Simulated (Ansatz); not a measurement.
# BN: two normal modes frozen in, part 1 of 2

Aim: map the energy of BN (P-6m2, No. 187; 4 atoms in the cell) over two coordinates, and find its wells, ridges and stiffness.

Computed with Ansatz 0.2.0 (DFT PBE+D3(BJ), scalar-relativistic, plane waves, PAW, unless a step's input says otherwise).

## Step 1: The structure to begin with

Symmetry: P-6m2, No. 187, hexagonal system. The conventional cell has a = 2.510 Å, b = 2.510 Å, c = 6.690 Å, α = 90.00°, β = 90.00°, γ = 120.00°. B (site symmetry -6m2) is surrounded by 3 N at 1.45 Å. N (site symmetry -6m2) is surrounded by 3 B at 1.45 Å.

As a file:

```
B N
1.0
     2.51000    0.00000    0.00000
    -1.25500    2.17372    0.00000
     0.00000    0.00000    6.69000
B N
2 2
Direct
  0.00000 0.00000 0.50000
  0.33333 0.66667 0.00000
  0.00000 0.00000 0.00000
  0.66667 0.33333 0.50000
```

The structure comes from the Crystallography Open Database.

## Step 2: Probe: one point at the start

Input file input.yaml:

```yaml
crystal:
  lattice:
    - [2.5099983704, 0.0, 0.0]
    - [-1.2549991852, 2.1737223522, 0.0]
    - [0.0, 0.0, 6.69]
  atoms:
    - { symbol: B, position: [0.0, 0.0, 0.5] }
    - { symbol: B, position: [0.3333333333, 0.6666666667, 0.0] }
    - { symbol: "N", position: [0.0, 0.0, 0.0] }
    - { symbol: "N", position: [0.6666666667, 0.3333333333, 0.5] }
basis:
  ecutwfc: 520.0
kpoints:
  mp_grid: { grid: [9, 9, 4] }
hamiltonian:
  xc: pbe
  dispersion: d3bj
scf:
  occupations: { method: gaussian, width: 0.1 }
output:
  forces: true
  stress: true
  eigenvalues: true
```

Command:

```console
> ansatz run input.yaml --threads 1 --pin off --max-ram 2048MiB --backend cpu --events-out ev --progress --plain --runs-dir out
```

The log of the run (excerpt; [...] marks lines left out):

```text
[...]
SCF converged after 6 iterations
Free energy (F): -1085.383925 eV
[...]
E sigma→0 (E₀):  -1085.383925 eV
Fermi energy:    6.888600 eV
[...]
--- Forces (eV/Å), atoms counted from 1 ---
  atom   1  B      0.00000000     0.00000000     0.00000000
  atom   2  B      0.00000000     0.00000000     0.00000000
  atom   3  N      0.00000000    -0.00000000     0.00000000
  atom   4  N      0.00000000    -0.00000000     0.00000000
[...]
--- Stress (GPa, compression-positive) ---
       -1.563931       0.000000       0.000000
        0.000000      -1.563931       0.000000
        0.000000       0.000000      -0.379382
  P = ⅓ Tr σ = -1.1691 GPa (-11.691 kbar)
--- Band table (eV; the first three rows and the last of 36) ---
  k-point 0: bands = ["-13.1321", "-12.8396", "-1.5183", "0.5201", "3.2473", "3.2473", "3.3492", "3.3492", "9.8218", "14.7754", "16.1405", "16.1405"]
[...]
```

Run time: 2.2 s. Hardware: 1 thread of Arm Neoverse V1, shared host; peak memory 0.3 GiB.

From the probe: pressure -1.2 GPa, largest force 0.00 eV/Å, gap on this mesh 4.43 eV. The gap decides the next run's mesh: 12×12×4 points and a smearing of 0.02 eV.

## Step 3: The relaxation

Edit input.yaml of step 2 so:

```diff
@@ -13,3 +13,3 @@
 kpoints:
-  mp_grid: { grid: [9, 9, 4] }
+  mp_grid: { grid: [12, 12, 4] }
 hamiltonian:
@@ -18,3 +18,3 @@
 scf:
-  occupations: { method: gaussian, width: 0.1 }
+  occupations: { method: gaussian, width: 0.02 }
 output:
@@ -23 +23,6 @@
   eigenvalues: true
+relax:
+  adjacent_minimum: "off"
+  f_tol: 0.005
+  max_steps: 80
+  cell: { stress_tol: 0.05 }
```

Command:

```console
> ansatz run input.yaml --threads 1 --pin off --max-ram 2048MiB --backend cpu --events-out ev --progress --plain --runs-dir out
```

The log of the run:

```text
Warning: RAYON_NUM_THREADS=1 ignored (pool sized by the plan → 1); use --threads N
Engine: ansatz 0.2.0, aarch64-unknown-linux-gnu
Pseudopotentials: kind: paw
Pseudopotential: B, paw, valence charge 3, recommended cutoff 420 eV (normal), B.paw.azcp
Pseudopotential: N, paw, valence charge 5, recommended cutoff 420 eV (normal), N.paw.azcp
Functional definition: PBE
  parameter kappa = 0.804
  parameter beta = 0.06672455060314922
  exchange = pbe_x(kappa = kappa, mu = beta*pi^2/3)
  correlation = pbe_c(beta = beta)
Crystal: 4 atoms, lattice volume = 36.501 Å³
Basis set: ecut = 520 eV, 997 PW (Γ), exchange–correlation on 40×40×100 points (8 copies of the dense FFT grid, shifted against one another)
Bands: 12, of which v1, the nominal top of the filled ones, is band 8 counted from 1 (7 counted from 0)
Symmetry: 12 space group operations
Space group: P-6m2 (ITA 187), of the structure as read, at distance tolerance 3.3e-5 Å
k-points: 57 of 576 (time reversal used)
Non-local potential: B, projectors of the file, l = 0: 2, l = 1: 2, l = 2: 1
Non-local potential: N, projectors of the file, l = 0: 2, l = 1: 2, l = 2: 1
PAW form: soft (Blöchl's): semilocal exchange-correlation on the pseudo side does not see the compensation charge
PAW one-centre angular grid: B, 110 points (default); XC on 64 Gauss nodes
PAW one-centre angular grid: N, 110 points (default); XC on 64 Gauss nodes
Initial density: superposition of atomic densities (neutral atoms: chi_scale 0, normalization atom), corrected by the library's trained network
Initial wavefunctions: pseudopotential atomic-orbital guess
Functional: x = pbe(κ = 0.804, μ = 0.2195149727645171), c = pbe(β = 0.06672455060314922)
SCF iter   1: F=—  HF=-1085.382499 eV  |F-HF|=—  |Δ(HF+E_count)|=         —  Δρ=1.93e-3  dr2=4.53e-4  ethr=1.77e-3  ⟨swp⟩=6.1  Hψ=4245  notcnv=0
preconditioner: auto → none  [insulator: Δε(μ)=4.375 eV  Ē_g=15.767 eV  σ=0.020 eV  W_gap=1.00  n_scr=4 (ndim 8)  ℏωp=24.6 eV  f_vac=0.002  D(μ)=0.00/eV (n_scr^D=0)  ε∞_Penn≈3.4]
SCF iter   2: F=—  HF=-1085.383455 eV  |F-HF|=—  |Δ(HF+E_count)|=   9.56e-4  Δρ=9.32e-4  dr2=7.47e-5  ethr=2.83e-6  ⟨swp⟩=2.1  Hψ=1746  notcnv=0
SCF iter   3: F=—  HF=-1085.383828 eV  |F-HF|=—  |Δ(HF+E_count)|=   3.73e-4  Δρ=4.46e-4  dr2=1.60e-5  ethr=4.67e-7  ⟨swp⟩=2.0  Hψ=1194  notcnv=0
SCF iter   4: F=—  HF=-1085.383923 eV  |F-HF|=—  |Δ(HF+E_count)|=   9.44e-5  Δρ=4.00e-5  dr2=1.88e-7  ethr=9.97e-8  ⟨swp⟩=2.0  Hψ=1172  notcnv=0
iter 5 did not close the SCF: its close was put off for the readings that it lacked (scf_convergence_deferred on its scf_iter line)
SCF iter   5: F=-1085.383924 eV  HF=-1085.383924 eV  |F-HF|=6.63e-9  |Δ(HF+E_count)|=   9.36e-7  Δρ=1.35e-5  dr2=4.68e-8  ethr=1.18e-9  ⟨swp⟩=2.0  Hψ=1132  notcnv=0
SCF iter   6: F=-1085.383924 eV  HF=-1085.383924 eV  |F-HF|=7.14e-9  |Δ(HF+E_count)|=   2.10e-8  Δρ=4.32e-6  dr2=3.79e-9  ethr=2.92e-10  ⟨swp⟩=2.5  Hψ=2563  notcnv=0
SCF 1 converged in 6 iterations: F = -1085.383924 eV  dr2 = 3.79e-9
relax step   1: F+E_penalty+E_count = -1085.38392354 eV  Δ(F+E_penalty+E_count) = +0.000e0 eV  max|allowed force component| = 6.546e-16 eV/Å  Δτ_max = 0.0000 Å  P = -1.169 GPa  Ω = 36.501 Å³  (6 SCF iters, dr2 threshold 1.00e-7 eV, accepted)
Crystal: 4 atoms, lattice volume = 36.146 Å³
Basis set: ecut = 520 eV, 985 PW (Γ), exchange–correlation on 40×40×100 points (8 copies of the dense FFT grid, shifted against one another)
Initial density: handed on by an earlier stage of this run
Initial wavefunctions: those handed on with the density
iter 1 solved again at ethr=7.66e-6 eV; its pass at ethr=3.10e-3 eV (dr2=1.23e-3 eV) is discarded
SCF iter   1: F=—  HF=-1085.385087 eV  |F-HF|=—  |Δ(HF+E_count)|=         —  Δρ=1.42e-3  dr2=1.02e-3  ethr=7.66e-6  ⟨swp⟩=2.1  Hψ=5229  notcnv=0
preconditioner: auto → none  [insulator: Δε(μ)=4.372 eV  Ē_g=15.818 eV  σ=0.020 eV  W_gap=1.00  n_scr=4 (ndim 8)  ℏωp=24.7 eV  f_vac=0.000  D(μ)=0.00/eV (n_scr^D=0)  ε∞_Penn≈3.4]
SCF iter   2: F=—  HF=-1085.384830 eV  |F-HF|=—  |Δ(HF+E_count)|=   2.57e-4  Δρ=6.88e-4  dr2=1.21e-4  ethr=6.39e-6  ⟨swp⟩=2.0  Hψ=1176  notcnv=0
SCF iter   3: F=—  HF=-1085.384906 eV  |F-HF|=—  |Δ(HF+E_count)|=   7.58e-5  Δρ=2.11e-4  dr2=1.80e-5  ethr=7.59e-7  ⟨swp⟩=2.3  Hψ=1135  notcnv=0
SCF iter   4: F=—  HF=-1085.384909 eV  |F-HF|=—  |Δ(HF+E_count)|=   2.92e-6  Δρ=5.88e-5  dr2=5.85e-7  ethr=1.12e-7  ⟨swp⟩=2.9  Hψ=1163  notcnv=0
SCF iter   5: F=-1085.384910 eV  HF=-1085.384910 eV  |F-HF|=8.38e-9  |Δ(HF+E_count)|=   6.75e-7  Δρ=6.58e-6  dr2=1.27e-8  ethr=2.50e-9  ⟨swp⟩=5.5  Hψ=3493  notcnv=0
SCF 2 converged in 5 iterations: F = -1085.384910 eV  dr2 = 1.27e-8
relax step   2: F+E_penalty+E_count = -1085.38490974 eV  Δ(F+E_penalty+E_count) = -9.862e-4 eV  max|allowed force component| = 6.962e-16 eV/Å  Δτ_max = 0.0000 Å  P = -0.464 GPa  Ω = 36.146 Å³  energy of the carried Pulay correction = +2.150e-5 eV  (5 SCF iters, dr2 threshold 4.00e-7 eV, accepted)
Crystal: 4 atoms, lattice volume = 35.857 Å³
iter 1 solved again at ethr=4.87e-6 eV; its pass at ethr=3.10e-3 eV (dr2=7.80e-4 eV) is discarded
SCF iter   1: F=—  HF=-1085.385217 eV  |F-HF|=—  |Δ(HF+E_count)|=         —  Δρ=1.13e-3  dr2=6.38e-4  ethr=4.87e-6  ⟨swp⟩=2.1  Hψ=5230  notcnv=0
preconditioner: auto → none  [insulator: Δε(μ)=4.367 eV  Ē_g=15.843 eV  σ=0.020 eV  W_gap=1.00  n_scr=4 (ndim 8)  ℏωp=24.8 eV  f_vac=0.000  D(μ)=0.00/eV (n_scr^D=0)  ε∞_Penn≈3.5]
SCF iter   2: F=—  HF=-1085.385068 eV  |F-HF|=—  |Δ(HF+E_count)|=   1.50e-4  Δρ=5.52e-4  dr2=7.74e-5  ethr=3.99e-6  ⟨swp⟩=2.0  Hψ=1045  notcnv=0
SCF iter   3: F=—  HF=-1085.385136 eV  |F-HF|=—  |Δ(HF+E_count)|=   6.83e-5  Δρ=1.75e-4  dr2=1.17e-5  ethr=4.84e-7  ⟨swp⟩=2.4  Hψ=1121  notcnv=0
SCF iter   4: F=-1085.385139 eV  HF=-1085.385139 eV  |F-HF|=3.94e-7  |Δ(HF+E_count)|=   2.73e-6  Δρ=4.75e-5  dr2=3.77e-7  ethr=2.50e-9  ⟨swp⟩=3.8  Hψ=3658  notcnv=0
SCF 3 converged in 4 iterations: F = -1085.385139 eV  dr2 = 3.77e-7
relax step   3: F+E_penalty+E_count = -1085.38513902 eV  Δ(F+E_penalty+E_count) = -2.293e-4 eV  max|allowed force component| = 1.665e-16 eV/Å  Δτ_max = 0.0000 Å  P = +0.029 GPa  Ω = 35.857 Å³  energy of the carried Pulay correction = +3.915e-5 eV  (4 SCF iters, dr2 threshold 4.00e-7 eV, accepted)
Initial wavefunctions: pseudopotential atomic-orbital guess (no wavefunctions were taken with the density)
iter 1 solved again at ethr=1.56e-7 eV; its pass at ethr=3.10e-3 eV (dr2=2.50e-5 eV) is discarded
SCF iter   1: F=—  HF=-1085.385027 eV  |F-HF|=—  |Δ(HF+E_count)|=         —  Δρ=4.99e-5  dr2=3.85e-7  ethr=1.56e-7  ⟨swp⟩=3.1  Hψ=5981  notcnv=0
preconditioner: auto → none  [insulator: Δε(μ)=4.357 eV  Ē_g=15.835 eV  σ=0.020 eV  W_gap=1.00  n_scr=4 (ndim 8)  ℏωp=24.8 eV  f_vac=0.000  D(μ)=0.00/eV (n_scr^D=0)  ε∞_Penn≈3.5]
SCF iter   2: F=—  HF=-1085.385103 eV  |F-HF|=—  |Δ(HF+E_count)|=   7.59e-5  Δρ=2.54e-5  dr2=1.01e-7  ethr=2.40e-9  ⟨swp⟩=2.5  Hψ=1005  notcnv=0
SCF iter   3: F=—  HF=-1085.385103 eV  |F-HF|=—  |Δ(HF+E_count)|=   1.52e-7  Δρ=3.13e-6  dr2=2.72e-9  ethr=6.31e-10  ⟨swp⟩=2.4  Hψ=1065  notcnv=0
SCF iter   4: F=—  HF=-1085.385103 eV  |F-HF|=—  |Δ(HF+E_count)|=  1.11e-10  Δρ=1.55e-6  dr2=6.92e-10  ethr=1.70e-11  ⟨swp⟩=2.0  Hψ=1132  notcnv=0
SCF iter   5: F=-1085.385103 eV  HF=-1085.385103 eV  |F-HF|=8.64e-12  |Δ(HF+E_count)|=  1.36e-10  Δρ=3.74e-7  dr2=3.38e-11  ethr=1.00e-12  ⟨swp⟩=3.0  Hψ=2784  notcnv=0
SCF 4 converged in 5 iterations: F = -1085.385103 eV  dr2 = 3.38e-11
relax step   4: F+E_penalty+E_count = -1085.38510272 eV  Δ(F+E_penalty+E_count) = +3.630e-5 eV  max|allowed force component| = 1.110e-16 eV/Å  Δτ_max = 0.0000 Å  P = +0.026 GPa  Ω = 35.857 Å³  stress off target by 3.40e-2 GPa  SCF on the basis re-selected at this cell (its energy is not comparable with the rows above)  (5 SCF iters)
basis re-selected at this cell: Δ(F+E_penalty+E_count) = +3.630e-5 eV, ΔP = -0.004 GPa vs the last step (what re-selecting the basis moved, of the pressure what is left beyond the Pulay correction that the steps carried, after the strain that the cell walked since its last selection, with what the two solves' SCF thresholds leave and, on support functions, any second-order correction that the steps lacked; it is no measure of the basis error at this ecutwfc). This SCF's stress stands 3.40e-2 GPa from its target on what of the cell is left free (relax.cell.stress_tol is 5.00e-2 GPa) and its largest allowed force component is 1.11e-16 eV/Å (relax.f_tol is 5.00e-3 eV/Å): within both
SCF converged after 5 iterations
Free energy (F): -1085.385103 eV
Harris-Foulkes:  -1085.385103 eV  (|F-HF|=8.64e-12)
Internal energy: -1085.385103 eV  (E = F + TS)
E sigma→0 (E₀):  -1085.385103 eV
Fermi energy:    7.040825 eV
--- Per-component energies (eV) ---
  E_band       = -36.952513
  E_kinetic    = 366.435634
  E_local      = -685.013629  (includes V_loc(G=0)·N_el)
  E_nonlocal   = 115.819685
  E_hartree    = 220.109168
  E_xc         = -184.329732
  E_vxc        = -228.690619  (∫ρ·V_xc dr)
  E_paw        = -413.674461  (= ΣΔE_a)
  E_vpaw       = -45.721951  (= ΣTr[D̂ρ^β])
  E_aug_tail   = 0.000019  (compensation charges beyond the density's cutoff)
  E_ewald      = -504.162805
  E_disp       = -0.568982  (pairwise vdW)
  E_smearing   = -0.000000  (= −TS)
  E_closure    = -0.000000  (closes the sum)
  Σ components = -1085.385103   (vs F -1085.385103, Δ=0.00e0)
--- Forces (eV/Å), atoms counted from 1 ---
  atom   1  B      0.00000000     0.00000000     0.00000000
  atom   2  B      0.00000000     0.00000000     0.00000000
  atom   3  N      0.00000000    -0.00000000     0.00000000
  atom   4  N      0.00000000    -0.00000000     0.00000000
  max |Σ_I F_I| component: 2.22e-16 eV/Å
--- Stress (GPa, compression-positive) ---
        0.033955       0.000000      -0.000000
        0.000000       0.033955      -0.000000
       -0.000000      -0.000000       0.008849
  P = ⅓ Tr σ = 0.0256 GPa (0.256 kbar)
--- Band table (eV; the first three rows and the last of 57) ---
  k-point 0: bands = ["-12.9947", "-12.6681", "-1.4233", "0.7609", "3.4294", "3.4294", "3.5437", "3.5437", "10.0929", "15.1355", "16.3543", "16.3543"]
  k-point 1: bands = ["-12.9553", "-12.7127", "-1.1582", "0.3653", "3.4299", "3.4299", "3.5432", "3.5432", "10.8016", "14.2648", "16.3613", "16.3613"]
  k-point 2: bands = ["-12.8895", "-12.7837", "-0.5042", "-0.4103", "3.4305", "3.4305", "3.5426", "3.5426", "12.4613", "12.4970", "16.3695", "16.3695"]
  k-point 56: bands = ["-9.2299", "-9.1169", "-3.1289", "-3.0276", "-2.3939", "-2.2927", "4.7468", "4.8622", "9.4049", "9.4810", "16.2831", "16.9087"]
--- Relaxed structure (3 steps of the walk, 3 accepted, 1 SCFs on fresh bases) ---
  F+E_penalty+E_count = -1085.38510272 eV   max|allowed force component| = 1.110e-16 eV/Å   (the final SCF, on the basis selected at the relaxed cell)
  cell:  # Å, volume = 35.8571 Å³
    - [2.5061127838402233, 4.857634051688394e-35, 0.0]
    - [-1.2530563919201116, 2.1703573355545727, 0.0]
    - [0.0, 0.0, 6.592399886975332]
  atoms:
    - { symbol: B, position: [5.91912127602275e-33, 2.835217577703858e-33, 0.5000000000000001] }
    - { symbol: B, position: [0.33333333333333326, 0.6666666666666667, 0.0] }
    - { symbol: N, position: [-8.695576298189637e-33, -1.9846523043926993e-32, 0.0] }
    - { symbol: N, position: [0.6666666666666669, 0.3333333333333333, 0.5000000000000001] }
```

It took 16 s on 1 thread of Arm Neoverse V1, shared host; peak memory 0.33 GiB.

Step by step:

| step | E - E(step 1) (eV/cell) | largest force component (eV/Å) | pressure (GPa) | volume (Å³) |
| --- | --- | --- | --- | --- |
| 1 | 0.0000 | 0.0000 | -1.17 | 36.50 |
| 2 | -0.0010 | 0.0000 | -0.46 | 36.15 |
| 3 | -0.0012 | 0.0000 | 0.03 | 35.86 |
| 4 | -0.0012 | 0.0000 | 0.03 | 35.86 |

Step 1 is the start. Step 4 repeats the geometry before it on a plane-wave basis chosen anew for that cell, so its energy need not be comparable with the rows above.

|  | before | after | change |
| --- | --- | --- | --- |
| a (Å) | 2.510 | 2.506 | -0.2 % |
| b (Å) | 2.510 | 2.506 | -0.2 % |
| c (Å) | 6.690 | 6.592 | -1.5 % |
| volume (Å³/atom) | 9.13 | 8.96 | -1.8 % |
| shortest distance (Å) | 1.449 | 1.447 | -0.2 % |
| space group (0.01 Å) | P-6m2 | P-6m2 | same |

The run keeps the 12 symmetry operations of the start, so it could not have lowered the symmetry.

## Step 4: Reference cell

Input file input.yaml:

```yaml
crystal:
  lattice:
    - [2.5061127838, 0.0, 0.0]
    - [-1.2530563919, 2.1703573356, 0.0]
    - [0.0, 0.0, 6.592399887]
  atoms:
    - { symbol: B, position: [0.0, 0.0, 0.5] }
    - { symbol: B, position: [0.3333333333, 0.6666666667, 0.0] }
    - { symbol: "N", position: [0.0, 0.0, 0.0] }
    - { symbol: "N", position: [0.6666666667, 0.3333333333, 0.5] }
basis:
  ecutwfc: 520.0
kpoints:
  mp_grid: { grid: [12, 12, 4] }
hamiltonian:
  xc: pbe
  dispersion: d3bj
scf:
  occupations: { method: methfessel_paxton, width: 0.05 }
output:
  forces: true
  stress: true
  eigenvalues: true
```

Command:

```console
> ansatz run input.yaml --threads 1 --pin off --max-ram 2048MiB --backend cpu --events-out ev --progress --plain --runs-dir out
```

The log of the run (excerpt; [...] marks lines left out):

```text
Warning: RAYON_NUM_THREADS=1 ignored (pool sized by the plan → 1); use --threads N
[...]
[... 4 set-up lines as earlier in the session ...]
[...]
Crystal: 4 atoms, lattice volume = 35.857 Å³
Basis set: ecut = 520 eV, 985 PW (Γ), exchange–correlation on 40×40×100 points (8 copies of the dense FFT grid, shifted against one another)
Bands: 12, of which v1, the nominal top of the filled ones, is band 8 counted from 1 (7 counted from 0)
[... 2 set-up lines as earlier in the session ...]
k-points: 57 of 576 (time reversal used)
[...]
SCF iter   1: F=—  HF=-1085.383705 eV  |F-HF|=—  |Δ(HF+E_count)|=         —  Δρ=1.90e-3  dr2=4.54e-4  ethr=1.77e-3  ⟨swp⟩=6.5  Hψ=4176  notcnv=0
[...]
Free energy (F): -1085.385103 eV
[...]
E sigma→0 (E₀):  -1085.385103 eV
Fermi energy:    7.040692 eV
Step filling:    the computed levels leave a gap of 4.3574 eV = 87.1 smearing widths at the electron count; against every level under it full and every level over it empty, smearing changes F+E_penalty+E_count by +0.00e0 meV and its σ→0 estimate by +0.00e0 meV
[...]
--- Forces (eV/Å), atoms counted from 1 ---
  atom   1  B      0.00000000     0.00000000     0.00000000
  atom   2  B      0.00000000     0.00000000     0.00000000
  atom   3  N     -0.00000000    -0.00000000     0.00000000
  atom   4  N     -0.00000000    -0.00000000     0.00000000
[...]
--- Stress (GPa, compression-positive) ---
        0.033356      -0.000000       0.000000
        0.000000       0.033356       0.000000
        0.000000       0.000000       0.008534
  P = ⅓ Tr σ = 0.0251 GPa (0.251 kbar)
--- Band table (eV; the first three rows and the last of 57) ---
  k-point 0: bands = ["-12.9947", "-12.6682", "-1.4233", "0.7609", "3.4294", "3.4294", "3.5436", "3.5436", "10.0930", "15.1355", "16.3543", "16.3543"]
[...]
```

Wall time 3 s (1 thread of Arm Neoverse V1, shared host); peak memory 0.31 GiB.

## Step 5: Harmonic modes of this cell

Edit input.yaml of step 4 so:

```diff
@@ -20,4 +20,8 @@
 output:
-  forces: true
-  stress: true
   eigenvalues: true
+phonons:
+  method: fd
+  supercell: [1, 1, 1]
+  amplitude: 0.02
+  eigenvectors: true
+  dielectric: false
```

Command:

```console
> ansatz run input.yaml --threads 1 --pin off --max-ram 2048MiB --backend cpu --events-out ev --progress --plain --runs-dir out
```

The log of the run (excerpt; [...] marks lines left out):

```text
Warning: RAYON_NUM_THREADS=1 ignored (pool sized by the plan → 1); use --threads N
[...]
[... 4 set-up lines as earlier in the session ...]
[...]
Crystal: 4 atoms, lattice volume = 35.857 Å³
Basis set: ecut = 520 eV, 985 PW (Γ), exchange–correlation on 40×40×100 points (8 copies of the dense FFT grid, shifted against one another)
Bands: 12, of which v1, the nominal top of the filled ones, is band 8 counted from 1 (7 counted from 0)
[... 1 set-up line as earlier in the session ...]
k-points: 57 of 576 (time reversal used)
[...]
SCF iter   1: F=—  HF=-1085.383705 eV  |F-HF|=—  |Δ(HF+E_count)|=         —  Δρ=1.90e-3  dr2=4.54e-4  ethr=1.77e-3  ⟨swp⟩=6.5  Hψ=4176  notcnv=0
[...]
Symmetry: 2 space group operations
[...]
--- Phonons: 8 displaced members + reference (amplitude 0.02 Å, Σ member SCF iterations 64) ---
  symmetry images taken by strict's conditions (phonons.symmetry_images: auto; settled by no image being taken that strict refuses)
  ASR residual: 4.324e-4 → 0.000e0 eV/Å²; symmetrization residual: 2.688e-4 eV/Å²
  pairwise dispersion correction: d3bj (s6 = 1.0, s8 = 0.7875, a1 = 0.4289, a2_bohr = 4.4407), with the weights of each atom's references fixed at the reference crystal's, and the forces and stress that the weights' published response gives there kept as a pressure on the atom's counted [...]
  largest component of a force at the reference: 1.6e-15 eV/Å
  ASR residual per site (eV/Å²): 7.98e-5 2.63e-4 1.97e-4 4.32e-4
  Γ frequencies (cm⁻¹): 0.00 0.00 0.00 47.44 47.44 118.16 748.10 795.40 1354.65 1354.65 1358.05 1358.05
  density of states and harmonic sums: on the 28×28×10 q-mesh, interpolated from the force constants of a 1×1×1 supercell (no non-analytic term)
  largest difference from the sums on the solved wave vectors: F 3.61e-1 eV, S 3.53e-4 and C_V 2.53e-4 eV/K
[...]
```

Wall time 76 s (1 thread of Arm Neoverse V1, shared host); peak memory 0.44 GiB.

Wavenumbers in cm⁻¹, from the file of eigenvectors (i: imaginary; no LO–TO term): 1: 0, 2: 0, 3: 0, 4: 47, 5: 47, 6: 118, 7: 748, 8: 795, 9: 1355, 10: 1355, 11: 1358, 12: 1358. Three modes near zero are the rigid translations.

## Step 6: The grid

The energy is mapped over two normal modes frozen in (zone-centre modes of the cell shown).

The axes are (1) amplitude of mode 4 (47 cm⁻¹), largest displacement: 7 values from −0.434 Å; (2) amplitude of mode 10 (1355 cm⁻¹), largest displacement: 7 values from −0.064 Å.

Nothing else is relaxed (the cell and all other modes fixed). Energies count from the relaxed high-symmetry cell. Points are written as (first, second).

The patterns, per unit of each coordinate (Å):

```csv
atom,x1,y1,z1,x2,y2,z2
B1,0.998,0.000,0.000,0.000,1.000,0.000
B2,-1.000,0.000,0.000,0.000,0.353,0.000
N3,-0.995,0.000,0.000,0.000,-0.272,0.000
N4,0.997,0.000,0.000,0.000,-0.772,0.000
```

Below, 7 of the grid's runs; all are launched alike.

(Continued in part 2 of 2.)
